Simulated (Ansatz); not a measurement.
# Ligand exchange: C3H7I + In(CH3)2(NH2) → C3H9N + In(CH3)2I

Gas-phase species: C3H7I (1-iodopropane) `CCCI`, singlet; In(CH3)2(NH2), singlet; C3H9N (propylamine) `CCCN`, singlet; In(CH3)2I, singlet. The partners trade I for NH2: C–I and In–NH2 bonds give way to C–NH2 and In–I.

Shapes, held fixed at every level: PBE0-D4/def2-TZVP. Flexible molecules stand in one conformer, not always the lowest. Programs: Ansatz 0.2.0. Electronic energies: no zero-point or thermal term.

| level | kind | ΔE (kJ/mol) | less CCSD(T)/def2-TZVPP |
| --- | --- | --- | --- |
| HF/def2-TZVPP | Hartree–Fock | -146.3 | -36.9 |
| PBE-D4/def2-TZVPP | GGA | -113.6 | -4.2 |
| B3LYP-D4/def2-TZVPP | global hybrid | -116.4 | -7.0 |
| PBE0-D4/def2-TZVPP | global hybrid | -124.2 | -14.8 |
| wB97M-V/def2-TZVPP | range-separated hybrid | -117.2 | -7.8 |
| B2PLYP/def2-TZVPP | double hybrid | -114.8 | -5.4 |
| MP2/def2-TZVPP | perturbation theory | -108.1 | +1.3 |
| CCSD(T)/def2-TZVPP | coupled cluster or CI | -109.4 | 0.0 |

The highest level, CCSD(T)/def2-TZVPP, gives ΔE = -109.4 kJ/mol; the levels span -146.3 to -108.1. The column of differences is taken from that level and isn't an error. No measured value is set beside it here. For atoms past krypton def2 sets carry core potentials with scalar relativity. Outer-core shells of I, In are correlated, in sets that cover them unevenly.

The exchange is strongly exothermic at every level, with CCSD(T) placing it at -109.4 kJ/mol, so the preference for propylamine and the indium iodide doesn't hinge on the choice of method. The main driving force is probably the replacement of a weak C–I bond, in which compact carbon orbitals overlap poorly with the diffuse iodine 5p shell, by a much stronger C–N bond between atoms of similar size. On the indium side, a polar In–N bond is given up for In–I, a pairing of soft partners that limits the cost. Bond polarity alone would favour keeping nitrogen on the electropositive metal, so orbital match appears to outweigh it here.

Hartree–Fock exaggerates the exothermicity, which means that electron correlation stabilises the reactants more than the products. MP2 recovers all of this shift and overshoots it by 1.3 kJ/mol, though its closeness to CCSD(T) may owe something to cancellation. Because amido- and iodoindium compounds tend to associate through bridging ligands, the monomer energy can't be carried over directly to the condensed phase.
